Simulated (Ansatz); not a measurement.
**B: one candidate of a structure search**

Aim: relax a trial structure of B and see where it ends.

Computed with Ansatz 0.2.0 (DFT PBE, scalar-relativistic, plane waves, PAW, unless a step's input says otherwise).

**1. The system as given**

It takes space group Pm-3m (No. 221, cubic). The conventional cell has a = 3.377 Å, b = 3.377 Å, c = 3.377 Å, α = 90.00°, β = 90.00°, γ = 90.00°. B (site symmetry m-3m) has 12 B at 2.39 Å in its first shell of neighbours. Around B (site symmetry m-3m) lie 6 B at 1.69 Å. Around B (site symmetry 4/mmm) lie 2 B at 1.69 Å.

Coordinates:

```
B
1.0
     3.37672    0.00000    0.00000
     0.00000    3.37672    0.00000
     0.00000    0.00000    3.37672
B
5
Direct
  0.50000 0.50000 0.50000
  0.00000 0.00000 0.00000
  0.50000 0.00000 0.00000
  0.00000 0.50000 0.00000
  0.00000 0.00000 0.50000
```

A structure generator made this guess: one element on all sites of the Tl2F3 type (Pm-3m, No. 221). Lengths come from tabulated atomic sizes and are only a guess.

**2. The guess as it stands, on a coarse mesh**

File input.yaml:

```yaml
crystal:
  lattice:
    - [3.3767171, 0.0, 0.0]
    - [0.0, 3.3767171, 0.0]
    - [0.0, 0.0, 3.3767171]
  atoms:
    - { symbol: B, position: [0.5, 0.5, 0.5] }
    - { symbol: B, position: [0.0, 0.0, 0.0] }
    - { symbol: B, position: [0.5, 0.0, 0.0] }
    - { symbol: B, position: [0.0, 0.5, 0.0] }
    - { symbol: B, position: [0.0, 0.0, 0.5] }
basis:
  ecutwfc: 420
kpoints:
  mp_grid: { grid: [6, 6, 6] }
hamiltonian:
  xc: pbe
scf:
  occupations: { method: gaussian, width: 0.1 }
  lower_state_search: "off"
output:
  forces: true
  stress: true
  eigenvalues: true
```

Run with:

```sh
$ ansatz run input.yaml --threads 1 --pin off --max-ram 2560MiB --backend cpu --events-out ev --progress --plain --runs-dir out
```

Standard output, cut to the lines that bear on the results:

```text
[...]
SCF converged after 6 iterations
Free energy (F): -770.103502 eV
[...]
E sigma→0 (E₀):  -770.098981 eV
Entropy (-TS):   -0.009042 eV (-1.808 meV/atom)
Fermi energy:    9.799303 eV
[...]
--- Forces (eV/Å), atoms counted from 1 ---
  atom   1  B      0.00000000    -0.00000000     0.00000000
  atom   2  B     -0.00000000     0.00000000    -0.00000000
  atom   3  B     -0.00000000     0.00000000     0.00000000
  atom   4  B      0.00000000    -0.00000000     0.00000000
  atom   5  B      0.00000000     0.00000000     0.00000000
[...]
--- Stress (GPa, compression-positive) ---
       -1.672584       0.000000       0.000000
        0.000000      -1.672584       0.000000
        0.000000       0.000000      -1.672584
  P = ⅓ Tr σ = -1.6726 GPa (-16.726 kbar)
--- Band table (eV; the first three rows and the last of 20) ---
  k-point 0: bands = ["-6.2171", "2.2258", "2.2258", "2.2258", "5.8699", "7.4813", "7.4813", "10.9481", "10.9481", "10.9481", "13.6105", "13.6105", "13.6105"]
[...]
```

Wall time 1.4 s (1 thread of Arm Neoverse N1, shared host); peak memory 0.25 GiB.

From the probe: pressure -1.7 GPa, largest force 0.00 eV/Å, gap on this mesh none (metal). The relaxation goes to the converged mesh at once.

**3. Full relaxation**

input.yaml: that of step 2 with these lines changed.

```diff
@@ -14,3 +14,3 @@
 kpoints:
-  mp_grid: { grid: [6, 6, 6] }
+  mp_grid: { grid: [12, 12, 12] }
 hamiltonian:
@@ -19,3 +19,2 @@
   occupations: { method: gaussian, width: 0.1 }
-  lower_state_search: "off"
 output:
@@ -24 +23,6 @@
   eigenvalues: true
+relax:
+  adjacent_minimum: "off"
+  f_tol: 0.01
+  max_steps: 80
+  cell: { stress_tol: 0.05 }
```

Run with:

```sh
$ ansatz run input.yaml --threads 1 --pin off --max-ram 2560MiB --backend cpu --events-out ev --progress --plain --runs-dir out
```

Standard output, cut to the lines that bear on the results:

```text
Warning: RAYON_NUM_THREADS=1 ignored (pool sized by the plan → 1); use --threads N
[...]
Pseudopotentials: kind: paw
Pseudopotential: B, paw, valence charge 3, recommended cutoff 420 eV (normal), B.paw.azcp
Functional definition: PBE
[...]
Crystal: 5 atoms, lattice volume = 38.502 Å³
Basis set: ecut = 420 eV, 739 PW (Γ), exchange–correlation on 48×48×48 points (8 copies of the dense FFT grid, shifted against one another)
Bands: 13, of which v1, the nominal top of the filled ones, is band 8 counted from 1 (7 counted from 0)
Symmetry: 48 space group operations
Space group: Pm-3m (ITA 221), of the structure as read, at distance tolerance 3.4e-5 Å
k-points: 84 of 1728
[...]
SCF iter   1: F=—  HF=-770.187663 eV  |F-HF|=—  |Δ(HF+E_count)|=         —  Δρ=6.69e-3  dr2=1.88e-2  ethr=1.77e-3  ⟨swp⟩=4.7  Hψ=5689  notcnv=0
[...]
--- Band table (eV; the first three rows and the last of 84) ---
  k-point 0: bands = ["-6.2182", "2.2239", "2.2239", "2.2239", "5.8423", "7.4923", "7.4923", "10.9318", "10.9318", "10.9318", "13.6266", "13.6266", "13.6266"]
[...]
--- Relaxed structure (2 steps of the walk, 2 accepted, 1 SCFs on fresh bases) ---
  F+E_penalty+E_count = -770.18214073 eV   max|allowed force component| = 4.832e-31 eV/Å   (the final SCF, on the basis selected at the relaxed cell)
  cell:  # Å, volume = 38.5091 Å³
    - [3.376923450412266, 5.015442563508426e-36, -1.0030885127016853e-36]
    - [5.015442563508426e-36, 3.376923450412266, 1.0030885127016853e-36]
    - [-1.0030885127016853e-36, 1.0030885127016853e-36, 3.376923450412266]
  atoms:
    - { symbol: B, position: [0.5, 0.5, 0.5] }
    - { symbol: B, position: [-9.818186930595453e-91, 1.0153427392239457e-38, 1.1139760338914148e-38] }
    - { symbol: B, position: [0.5, 8.122741913791535e-39, 1.3460543742854597e-38] }
    - { symbol: B, position: [4.811536007220559e-74, 0.5, 1.3460543742854597e-38] }
    - { symbol: B, position: [0.0, 1.2474210796179914e-38, 0.5] }
```

Run time: 15 s. Hardware: 1 thread of Arm Neoverse N1, shared host; peak memory 0.31 GiB.

Step by step:

```
step  E - E(step 1) (eV/cell)  largest force component (eV/Å)  pressure (GPa)  volume (Å³)
   1                   0.0000                          0.0000            0.06        38.50
   2                   0.0000                          0.0000            0.03        38.51
   3                   0.0000                          0.0000            0.03        38.51
```

Step 1 is the start. Step 3 repeats the geometry before it on a plane-wave basis chosen anew for that cell, so its energy need not be comparable with the rows above.

|  | before | after | change |
| --- | --- | --- | --- |
| a (Å) | 3.377 | 3.377 | 0.0 % |
| b (Å) | 3.377 | 3.377 | 0.0 % |
| c (Å) | 3.377 | 3.377 | 0.0 % |
| volume (Å³/atom) | 7.70 | 7.70 | 0.0 % |
| shortest distance (Å) | 1.688 | 1.688 | 0.0 % |
| space group (0.01 Å) | Pm-3m | Pm-3m | same |

Forces and stress were held to the start's 48 operations: a distortion of lower symmetry was not tested.

**4. Outcome**

| quantity | value |
| --- | --- |
| symmetry at the end (tolerance 0.05 Å) | space group Pm-3m (No. 221) |
| conventional cell | a = 3.377 Å, b = 3.377 Å, c = 3.377 Å, α = 90.00°, β = 90.00°, γ = 90.00° |
| volume | 7.70 Å³/atom |
| energy over the standard state | +1.88 eV/atom |
| gap on the mesh | none (metal) |

**Reading.** The space group Pm-3m (No. 221) is kept, at nearly the size of the first guess. It lies above the element's standard state, so it is metastable at best. No finished test with a distortion of lower symmetry is shown, so the end may be a saddle point.
